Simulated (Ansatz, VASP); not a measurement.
One calculation of ZnO (scan), two programs

```
Zn O
1.0
     3.24940    0.00000    0.00000
    -1.62470    2.81406    0.00000
     0.00000    0.00000    5.20380
Zn O
2 2
Direct
  0.33333 0.66667 0.00000
  0.66667 0.33333 0.50000
  0.33333 0.66667 0.38300
  0.66667 0.33333 0.88300
```

Alike in both runs: task single point; functional r2SCAN; k mesh 6 × 6 × 4; occupations gaussian, width 0.1 eV; no spin polarisation.

|  | VASP | Ansatz |
| --- | --- | --- |
| version | VASP 6.6.1 | Ansatz 0.2.0 |
| potentials or method | VASP PAW PBE potentials, release 64 (Zn, O) | scalar-relativistic, plane waves, PAW |
| plane-wave cutoff (eV) | 520 | 500 |
| valence electrons in the cell | 36 | 36 |

Ansatz gave:

* gap on the k mesh at the Fermi level (eV): 1.23
* least direct gap on the mesh (eV): 1.23
* pressure (GPa): -1.1
* largest component of the traceless stress (GPa): 0.12
* rms of the force components (eV/Å): 0.034

Q: Which values does VASP return?

A: gap on the k mesh at the Fermi level (eV): 1.23; least direct gap on the mesh (eV): 1.23; pressure (GPa): -0.1; largest component of the traceless stress (GPa): 0.06; rms of the force components (eV/Å): 0.028.

Atom by atom the forces differ by 0.005 eV/Å (rms over components).

Caveats: the PAW data sets were made with another functional, which shifts forces and pressure a little (VASP). r2SCAN opens gaps a little over a GGA but as a rule still falls short of measured ones.
